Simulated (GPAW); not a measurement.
The system is MnO.

```
Mn O
1.0
     0.00000    2.22391    2.22391
     2.22391    0.00000    2.22391
     2.22391    2.22391    0.00000
Mn O
1 1
Direct
  0.00000 0.00000 0.00000
  0.50000 0.50000 0.50000
```

The cell is a database's computed one.

Base run:

```yaml
Program: GPAW 26.7.0
Functional: vdW-DF
Potentials_or_basis: GPAW PAW data sets (gpaw-data 1.2.1)
Cutoff: 800 eV
Basis: pw
k_mesh: 7 × 7 × 7
Occupations: fermi-dirac, width 0.05 eV
Spin: collinear spin, ferromagnetic start
Starting_moments: "[4.0, 0.0] μB"
```

Its results: net moment 4.72 μB per cell; site moments Mn +4.22; O +0.17 μB.

Task: The run is repeated on the same cell with these changes: functional from vdW-DF to OLYP; potentials or basis from GPAW PAW data sets (gpaw-data 1.2.1) to PAW data sets generated in the run's folder for this functional. What comes out?

Result: Net moment 4.90 μB per cell; site moments Mn +4.36; O +0.18 μB.

Caveats: a cell with one magnetic atom can't hold antiferromagnetic order, which such compounds often take.

Not every run made on this cell is shown here.
